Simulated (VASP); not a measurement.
# Se (P3_121) in VASP: further runs

The runs below take Se through band structure, with PBE, PBEsol.

All numbers are computed with VASP 6.6.1; they aren't measurements. Logs are shortened: lines on timing, memory, paths and dates and some standing lists are left out, and cuts for length are marked.

### Step 1. Starting point

The structure is trigonal, space group P3_121 (No. 152). The conventional cell has a = 4.366 Å, b = 4.366 Å, c = 4.954 Å, α = 90.00°, β = 90.00°, γ = 120.00°. Se (site symmetry 2) has 2 Se at 2.37 Å as nearest neighbours.

### Step 2. Band structure, PBE

INCAR

```
ALGO = Normal
EDIFF = 1E-6
ENCUT = 520
GGA = PE
ISIF = 2
ISMEAR = 0
LASPH = T
LCHARG = F
LREAL = F
LWAVE = F
NELM = 100
PREC = Accurate
SIGMA = 0.02
```

KPOINTS

```
k-points
0
Gamma
  8 8 6
```

POSCAR

```
Se
1.0
    4.3662000000      0.0000000000      0.0000000000
   -2.1831000000      3.7812401180      0.0000000000
    0.0000000000      0.0000000000      4.9536000000
Se
3
Direct
    0.7746000000      0.7746000000      0.0000000000
    0.0000000000      0.2254000000      0.6666666667
    0.2254000000      0.0000000000      0.3333333333
```

KPOINTS_OPT

```
path GMKGALHA,LM,KH
15
line-mode
reciprocal
 0.0000000000  0.0000000000  0.0000000000  G
 0.5000000000  0.0000000000  0.0000000000  M

 0.5000000000  0.0000000000  0.0000000000  M
 0.3333333333  0.3333333333  0.0000000000  K

 0.3333333333  0.3333333333  0.0000000000  K
 0.0000000000  0.0000000000  0.0000000000  G

 0.0000000000  0.0000000000  0.0000000000  G
 0.0000000000  0.0000000000  0.5000000000  A

 0.0000000000  0.0000000000  0.5000000000  A
 0.5000000000  0.0000000000  0.5000000000  L

 0.5000000000  0.0000000000  0.5000000000  L
 0.3333333333  0.3333333333  0.5000000000  H

 0.3333333333  0.3333333333  0.5000000000  H
 0.0000000000  0.0000000000  0.5000000000  A

 0.5000000000  0.0000000000  0.5000000000  L
 0.5000000000  0.0000000000  0.0000000000  M

 0.3333333333  0.3333333333  0.0000000000  K
 0.3333333333  0.3333333333  0.5000000000  H
```

Potentials or basis: VASP PAW PBE potentials, release 64 (Se).

Command:

```sh
$ cat potpaw_PBE.64/Se/POTCAR > POTCAR
$ mpirun -np 1 vasp_std > vasp.out
```

OUTCAR:

```text
EDIFF = 1E-6
   ENCUT = 520
   GGA = PE
   ISIF = 2
   ISMEAR = 0
   LASPH = T
   LREAL = F
   NELM = 100
   PREC = Accurate

 ion  position               nearest neighbor table
   1  0.775  0.775  0.000-   2 2.37   3 2.37
   2  0.000  0.225  0.667-   1 2.37   3 2.37
   3  0.225  0.000  0.333-   1 2.37   2 2.37

  LATTYP: Found a hexagonal cell.
 ALAT       =     4.3662000000
 C/A-ratio  =     1.1345334616

  Lattice vectors:

 A1 = (   4.3662000000,   0.0000000000,   0.0000000000)
 A2 = (  -2.1831000000,   3.7812401180,   0.0000000000)
 A3 = (   0.0000000000,   0.0000000000,   4.9536000000)

Analysis of symmetry for initial positions (statically):
=====================================================================
 Subroutine PRICEL returns:
 Original cell was already a primitive cell.

 Routine SETGRP: Setting up the symmetry group for a
 hexagonal supercell.

 Subroutine GETGRP returns: Found  6 space group operations
 (whereof  2 operations were pure point group operations)
 out of a pool of 24 trial point group operations.

The static configuration has the point symmetry C_2 .
 The point group associated with its full space group is D_3 .

Analysis of symmetry for dynamics (positions and initial velocities):
=====================================================================
 Subroutine PRICEL returns:
 Original cell was already a primitive cell.

 Routine SETGRP: Setting up the symmetry group for a
 hexagonal supercell.

 Subroutine GETGRP returns: Found  6 space group operations
 (whereof  2 operations were pure point group operations)
 out of a pool of 24 trial point group operations.

The dynamic configuration has the point symmetry C_2 .
 The point group associated with its full space group is D_3 .

 Subroutine INISYM returns: Found  6 space group operations
 (whereof  2 operations are pure point group operations),
 and found     1 'primitive' translations

----------------------------------------------------------------------------------------

                                     Primitive cell

  volume of cell :      81.7822

  direct lattice vectors                    reciprocal lattice vectors
     4.366200000  0.000000000  0.000000000     0.229032110  0.132231751  0.000000000
    -2.183100000  3.781240118  0.000000000     0.000000000  0.264463501  0.000000000
     0.000000000  0.000000000  4.953600000     0.000000000  0.000000000  0.201873385

  length of vectors
     4.366200000  4.366200000  4.953600000     0.264463501  0.264463501  0.201873385

  position of ions in fractional coordinates (direct lattice)
     0.774600000  0.774600000  0.000000000
     0.000000000  0.225400000  0.666666667
     0.225400000  0.000000000  0.333333333

  ion indices of the primitive-cell ions
   primitive index   ion index
                 1           1
                 2           2
                 3           3

----------------------------------------------------------------------------------------

 KPOINTS: k-points

Automatic generation of k-mesh.
 Grid dimensions read from file:
 generate k-points for:    8    8    6

 Generating k-lattice:

  Cartesian coordinates                     Fractional coordinates (reciprocal lattice)
     0.028629014  0.016528969  0.000000000     0.125000000  0.000000000  0.000000000
     0.000000000  0.033057938  0.000000000     0.000000000  0.125000000  0.000000000
     0.000000000  0.000000000  0.033645564     0.000000000  0.000000000  0.166666667

  Length of vectors
     0.033057938  0.033057938  0.033645564

  Shift w.r.t. Gamma in fractional coordinates (k-lattice)
     0.000000000  0.000000000  0.000000000

 Subroutine IBZKPT returns following result:
 ===========================================

 Found     50 irreducible k-points:

 Following reciprocal coordinates:
            Coordinates               Weight
  0.000000  0.000000  0.000000      1.000000
  0.125000  0.000000  0.000000      6.000000
  0.250000  0.000000  0.000000      6.000000
  0.375000 -0.000000  0.000000      6.000000
  0.500000  0.000000  0.000000      3.000000
  0.125000  0.125000  0.000000      6.000000
[... 16 lines left out ...]
 -0.125000  0.500000  0.166667     12.000000
  0.250000  0.250000  0.166667     12.000000
 [... further k-points ...]
   k-points           NKPTS =     50   k-points in BZ     NKDIM =     50   number of bands    NBANDS=     13
   number of dos      NEDOS =    301   number of ions     NIONS =      3
   total plane-waves  NPLWV =  40960
   dimension x,y,z NGX =    32 NGY =   32 NGZ =   40
   dimension x,y,z NGXF=    64 NGYF=   64 NGZF=   80
   ions per type =               3
   NGX,Y,Z   is equivalent  to a cutoff of  12.18, 12.18, 13.42 a.u.
   NGXF,Y,Z  is equivalent  to a cutoff of  24.37, 24.37, 26.85 a.u.
 SYSTEM =  unknown system
   PREC   = accura    normal or accurate (medium, high low for compatibility)
   ISTART =      0    job   : 0-new  1-cont  2-samecut
   ICHARG =      2    charge: 1-file 2-atom 10-const
   ISPIN  =      1    spin polarized calculation?
   LNONCOLLINEAR =      F non collinear calculations
   LSORBIT =      F    spin-orbit coupling
   LASPH  =      T    aspherical Exc in radial PAW
   ENCUT  =  520.0 eV  38.22 Ry    6.18 a.u.   8.12  8.12  9.21*2*pi/ulx,y,z
   NELM   =    100;   NELMIN=  2; NELMDL= -5     # of ELM steps
   EDIFF  = 0.1E-05   stopping-criterion for ELM
   LREAL  =      F    real-space projection
   EDIFFG = 0.1E-04   stopping-criterion for IOM
   NSW    =      0    number of steps for IOM
   IBRION =     -1    ionic relax: 0-MD 1-quasi-New 2-CG
   NFREE  =      0    steps in history (QN), initial steepest desc. (CG)
   ISIF   =      2    stress and relaxation
   ISYM   =      2    0-nonsym 1-usesym 2-fastsym
   POTIM  = 0.5000    time-step for ionic-motion
   TEBEG  =    0.0;   TEEND  =   0.0 temperature during run
   PSTRESS=    0.0 pullay stress
   NELECT =      18.0000    total number of electrons
   NUPDOWN=      -1.0000    fix difference up-down
   EMIN   =  10.00;   EMAX   =-10.00  energy-range for DOS
   EFERMI =   0.00;   METHOD = LEGACY
   ISMEAR =     0;   SIGMA  =   0.02  broadening in eV -4-tet -1-fermi 0-gaus
   EFERMI_NEDOS =   21; number of points for ismear=-14 and -15
   IALGO  =     38    algorithm
   IMIX   =      4    mixing-type and parameters
     AMIX     =   0.40;   BMIX     =  1.00
     AMIX_MAG =   1.60;   BMIX_MAG =  1.00
  volume/ion in A,a.u.               =      27.26       183.96
  Fermi-wavevector in a.u.,A,eV,Ry     =   0.988430  1.867862 13.292817  0.976995
  Thomas-Fermi vector in A             =   2.119956
   LORBIT       =      0    0 simple, 1 ext, 2 COOP (PROOUT), +10 PAW based schemes
   GGA     = PE    functional components
   LHFCALC =     F    Hartree Fock is set to
   AEXX    =    0.0000 exact exchange contribution
   IVDW    =     0    specifies the selected vdW correction
   LEPSILON=     F    determine dielectric tensor
   LRPA    =     F    only Hartree local field effects (RPA)
 non-spin polarized calculation
 Gauss-broadening in eV      SIGMA  =   0.02
  energy-cutoff  :      520.00
  volume of cell :       81.78
 maximum number of plane-waves:      2220
   NGX = 17   NGY = 17   NGZ = 19

 number of electron      18.0000001 magnetization

 Free energy of the ion-electron system (eV)
  ---------------------------------------------------
  ext. energy  EPLUGINS =         0.00000000
  ---------------------------------------------------
  free energy    TOTEN  =       -10.46984840 eV

  energy without entropy =      -10.46984840  energy(sigma->0) =      -10.46984840

 E-fermi :   2.8115     XC(G=0):  -8.8425

 val. band max:        2.6892607716   @ k =   0.5000   0.0000   0.5000
 cond. band min:       3.8457207339   @ k =   0.3750   0.2500   0.5000
 fundamental gap:      1.1564599624
 Fermi energy:         2.8115385551

 k-point     1 :       0.0000    0.0000    0.0000
  band No.  band energies     occupation
      1     -13.1746      2.00000
      2      -9.0519      2.00000
      3      -9.0519      2.00000
      4      -1.1591      2.00000
      5      -1.1591      2.00000
      6      -1.0823      2.00000
      7       0.6240      2.00000
      8       0.6240      2.00000
      9       2.2612      2.00000
     10       4.5614      0.00000
     11       4.5614      0.00000
     12       4.8453      0.00000
     13       8.8453      0.00000

 k-point     2 :       0.1250    0.0000    0.0000
  band No.  band energies     occupation
      1     -13.1140      2.00000
      2      -9.1071      2.00000
      3      -9.0461      2.00000
      4      -1.6588      2.00000
      5      -1.3631      2.00000
      6      -0.9015      2.00000
      7       0.6506      2.00000
      8       0.9123      2.00000
      9       2.1502      2.00000
     10       4.4720      0.00000
     11       4.5549      0.00000
     12       5.0005      0.00000
     13       8.7635      0.00000

 k-point     3 :       0.2500    0.0000    0.0000
  band No.  band energies     occupation
      1     -12.9558      2.00000
      2      -9.2634      2.00000
      3      -9.0316      2.00000
      4      -2.1688      2.00000
      5      -1.6907      2.00000
      6      -0.9203      2.00000
      7       0.6236      2.00000
      8       1.0224      2.00000
      9       1.8740      2.00000
     10       4.5597      0.00000
     11       4.6803      0.00000
     12       5.4768      0.00000
     13       8.6301      0.00000
[... 305 lines left out ...]
 k-point    23 :      -0.1250    0.5000    0.1667
  band No.  band energies     occupation
      1     -12.5740      2.00000
      2     -10.1288      2.00000
      3      -8.5320      2.00000
      4      -2.5485      2.00000
      5      -2.2920      2.00000
      6      -0.8771      2.00000
      7       0.2539      2.00000
      8       0.8919      2.00000
      9       1.7985      2.00000
     10       4.6803      0.00000
     11       5.3557      0.00000
     12       6.1378      0.00000
     13       8.4872      0.00000

 k-point    24 :       0.2500    0.2500    0.1667
  band No.  band energies     occupation
      1     -12.5766      2.00000
      2     -10.1107      2.00000
      3      -8.5554      2.00000
      4      -2.5638      2.00000
      5      -2.2320      2.00000
      6      -0.6963      2.00000
      7      -0.0753      2.00000
      8       0.8523      2.00000
      9       1.8166      2.00000
     10       4.9210      0.00000
     11       5.5685      0.00000
     12       6.0535      0.00000
     13       8.7960      0.00000

 [... further k-points ...]

------------------------ aborting loop because EDIFF is reached ----------------------------------------

  FORCE on cell =-STRESS in cart. coord.  units (eV):
  Direction    XX          YY          ZZ          XY          YZ          ZX
  --------------------------------------------------------------------------------------
  -------------------------------------------------------------------------------------
  Total        1.1735787      1.1735787      2.1091847      0.0000000      0.0000000      0.0000000
  in kB       22.9913247     22.9913247     41.3205761      0.0000000      0.0000000      0.0000000
  external PRESSURE =      29.1010752 kB  Pullay stress =       0.0000000 kB

 VOLUME and BASIS-vectors are now :
 -----------------------------------------------------------------------------
  energy-cutoff  :      520.00
  volume of cell :       81.78
      direct lattice vectors                 reciprocal lattice vectors
     4.366200000  0.000000000  0.000000000     0.229032110  0.132231751  0.000000000
    -2.183100000  3.781240118  0.000000000     0.000000000  0.264463501  0.000000000
     0.000000000  0.000000000  4.953600000     0.000000000  0.000000000  0.201873385

 POSITION                                       TOTAL-FORCE (eV/Angst)
 -----------------------------------------------------------------------------------
      1.69103      2.92895      0.00000        -0.217103     -0.376034     -0.000000
     -0.49207      0.85229      3.30240        -0.217103      0.376034     -0.000000
      0.98414      0.00000      1.65120         0.434206     -0.000000      0.000000
 -----------------------------------------------------------------------------------
    total drift:                                0.000000      0.000000      0.000000

  FREE ENERGIE OF THE ION-ELECTRON SYSTEM (eV)
  ---------------------------------------------------
  free  energy   TOTEN  =       -10.4698484012 eV

  energy  without entropy=      -10.4698484012  energy(sigma->0) =      -10.46984840
```

It took 52 s on 1 thread of Intel Xeon 6975P-C (Granite Rapids), shared host; peak memory 0.23 GiB.

What came out:

| Quantity | Value |
| --- | --- |
| Free energy | -10.4698 eV |
| Pressure | 2.9 GPa |
| Largest force | 0.434 eV/Å |
| Band gap on the k mesh | 1.16 eV, indirect (least direct gap 1.24 eV) |
| Band gap along the path | 1.01 eV, indirect (least direct gap 1.20 eV) |

Forces in eV/Å, atoms in the order of the input:
```
Se  -0.217 -0.376  0.000
Se  -0.217  0.376  0.000
Se   0.434  0.000  0.000
```

Levels at the corners of the path, in eV from the valence-band top:
| point | band 5 | band 6 | band 7 | band 8 | band 9 | band 10 | band 11 | band 12 | band 13 |
| --- | --- | --- | --- | --- | --- | --- | --- | --- | --- |
| Γ | -3.85 | -3.77 | -2.07 | -2.07 | -0.43 | 1.87 | 1.87 | 2.16 | 6.16 |
| M | -4.73 | -3.46 | -2.91 | -1.80 | -1.02 | 1.92 | 2.32 | 4.10 | 5.26 |
| M | -4.73 | -3.46 | -2.91 | -1.80 | -1.02 | 1.92 | 2.32 | 4.10 | 5.26 |
| K | -5.00 | -2.84 | -2.84 | -2.71 | -1.65 | 3.05 | 3.05 | 3.72 | 5.87 |
| K | -5.00 | -2.84 | -2.84 | -2.71 | -1.65 | 3.05 | 3.05 | 3.72 | 5.87 |
| Γ | -3.85 | -3.77 | -2.07 | -2.07 | -0.43 | 1.87 | 1.87 | 2.16 | 6.16 |
| Γ | -3.85 | -3.77 | -2.07 | -2.07 | -0.43 | 1.87 | 1.87 | 2.16 | 6.16 |
| A | -3.40 | -3.40 | -1.57 | -1.57 | -1.14 | 1.20 | 1.20 | 1.26 | 6.25 |
| A | -3.40 | -3.40 | -1.57 | -1.57 | -1.14 | 1.20 | 1.20 | 1.26 | 6.25 |
| L | -4.45 | -4.26 | -1.94 | -1.39 | 0.00 | 1.63 | 2.70 | 2.95 | 6.25 |
| L | -4.45 | -4.26 | -1.94 | -1.39 | 0.00 | 1.63 | 2.70 | 2.95 | 6.25 |
| H | -4.97 | -4.97 | -1.01 | -0.23 | -0.23 | 1.01 | 2.71 | 2.71 | 6.63 |
| H | -4.97 | -4.97 | -1.01 | -0.23 | -0.23 | 1.01 | 2.71 | 2.71 | 6.63 |
| A | -3.40 | -3.40 | -1.57 | -1.57 | -1.14 | 1.20 | 1.20 | 1.26 | 6.25 |
| L | -4.45 | -4.26 | -1.94 | -1.39 | 0.00 | 1.63 | 2.70 | 2.95 | 6.25 |
| M | -4.73 | -3.46 | -2.91 | -1.80 | -1.02 | 1.92 | 2.32 | 4.10 | 5.26 |
| K | -5.00 | -2.84 | -2.84 | -2.71 | -1.65 | 3.05 | 3.05 | 3.72 | 5.87 |
| H | -4.97 | -4.97 | -1.01 | -0.23 | -0.23 | 1.01 | 2.71 | 2.71 | 6.63 |

Caveat: the mesh misses the band edges, which the band path finds closer together.

### Step 3. Band structure, PBEsol

INCAR: that of step 2 with these lines changed.

```diff
@@ -3,3 +3,3 @@
 ENCUT = 520
-GGA = PE
+GGA = PS
 ISIF = 2
```

KPOINTS is that of step 2.

POSCAR is that of step 2.

KPOINTS_OPT is that of step 2.

Potentials or basis: VASP PAW PBE potentials, release 64 (Se).

Command:

```sh
$ cat potpaw_PBE.64/Se/POTCAR > POTCAR
$ mpirun -np 1 vasp_std > vasp.out
```

Wall time 44 s (1 thread of Intel Xeon 6975P-C (Granite Rapids), shared host); peak memory 0.23 GiB.

It converged, with:

```
Free energy             : -11.4860 eV
Pressure                : 0.4 GPa
Largest force           : 0.334 eV/Å
Band gap on the k mesh  : 1.11 eV, indirect (least direct gap 1.19 eV)
Band gap along the path : 0.96 eV, indirect (least direct gap 1.15 eV)
```

Forces in eV/Å, atoms in the order of the input:
```
Se  -0.167 -0.289  0.000
Se  -0.167  0.289  0.000
Se   0.334  0.000  0.000
```

Stress tensor (GPa, compression positive):
```
-0.16  0.00  0.00
 0.00 -0.16  0.00
 0.00  0.00  1.40
```

Levels at the corners of the path, in eV from the valence-band top:
| point | band 5 | band 6 | band 7 | band 8 | band 9 | band 10 | band 11 | band 12 | band 13 |
| --- | --- | --- | --- | --- | --- | --- | --- | --- | --- |
| Γ | -3.86 | -3.80 | -2.08 | -2.08 | -0.42 | 1.83 | 1.83 | 2.12 | 5.95 |
| M | -4.75 | -3.48 | -2.95 | -1.81 | -1.02 | 1.87 | 2.28 | 4.09 | 5.11 |
| M | -4.75 | -3.48 | -2.95 | -1.81 | -1.02 | 1.87 | 2.28 | 4.09 | 5.11 |
| K | -5.03 | -2.87 | -2.87 | -2.72 | -1.66 | 3.02 | 3.02 | 3.70 | 5.71 |
| K | -5.03 | -2.87 | -2.87 | -2.72 | -1.66 | 3.02 | 3.02 | 3.70 | 5.71 |
| Γ | -3.86 | -3.80 | -2.08 | -2.08 | -0.42 | 1.83 | 1.83 | 2.12 | 5.96 |
| Γ | -3.86 | -3.80 | -2.08 | -2.08 | -0.42 | 1.83 | 1.83 | 2.12 | 5.96 |
| A | -3.41 | -3.41 | -1.58 | -1.58 | -1.14 | 1.13 | 1.13 | 1.23 | 6.14 |
| A | -3.41 | -3.41 | -1.58 | -1.58 | -1.14 | 1.13 | 1.13 | 1.23 | 6.14 |
| L | -4.47 | -4.29 | -1.97 | -1.41 | 0.00 | 1.60 | 2.67 | 2.93 | 6.12 |
| L | -4.47 | -4.29 | -1.97 | -1.41 | 0.00 | 1.60 | 2.67 | 2.93 | 6.12 |
| H | -5.00 | -5.00 | -1.01 | -0.22 | -0.22 | 0.96 | 2.68 | 2.68 | 6.48 |
| H | -5.00 | -5.00 | -1.01 | -0.22 | -0.22 | 0.96 | 2.68 | 2.68 | 6.48 |
| A | -3.41 | -3.41 | -1.58 | -1.58 | -1.14 | 1.13 | 1.13 | 1.23 | 6.14 |
| L | -4.47 | -4.29 | -1.97 | -1.41 | 0.00 | 1.60 | 2.67 | 2.93 | 6.12 |
| M | -4.75 | -3.48 | -2.95 | -1.81 | -1.02 | 1.87 | 2.28 | 4.09 | 5.11 |
| K | -5.03 | -2.87 | -2.87 | -2.72 | -1.66 | 3.02 | 3.02 | 3.70 | 5.71 |
| H | -5.00 | -5.00 | -1.01 | -0.22 | -0.22 | 0.96 | 2.68 | 2.68 | 6.48 |

Caveat: the PAW data sets were made with another functional, which shifts forces and pressure a little; the mesh misses the band edges, which the band path finds closer together.
